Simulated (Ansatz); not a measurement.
Reaction (formal exchange of groups at a Zn–B bond): `C[SiH2][BH][ZnH]` + `CCCS` → `CC[CH2][ZnH]` + `C[SiH2]BS`

Program: Ansatz. Geometries: PBE0-D4/def2-TZVP. ΔE: electronic, gas phase. CCSD(T)/CBS is the MP2 limit (def2-TZVPP, def2-QZVPP) plus CCSD(T) − MP2 in def2-TZVPP, frozen cores. For Zn outer-core shells are correlated without core-valence functions, which leaves a few kJ/mol of doubt a bond. Scalar relativity is left out up to krypton. Each species was taken in one conformer, which may not be the lowest.

```
             level  ΔE (eV)
CCSD(T)/def2-TZVPP    -1.51
     HF/def2-QZVPP    -1.32
    MP2/def2-QZVPP    -1.59
SCS-MP2/def2-QZVPP    -1.52
```

Problem. What does CCSD(T)/CBS give? (Best estimate.)

Solution. Computed: -1.49 eV. The listed levels differ from it by -0.02, 0.17, -0.10, -0.03 eV.

Largest T1 diagnostic among the species: 0.014.

In def2-TZVPP, CCSD(T) changes the Hartree–Fock value by −0.19 eV (the triples alone add −0.04 eV) and MP2 by −0.29 eV. From PBE to PBE0 (25 % exact exchange), in def2-TZVPP and without D4, ΔE moves by +0.03 eV.

CCSD(T)/CBS has its own doubt, a few kJ/mol and more with outer-core shells, so smaller differences from it don't rank the levels.
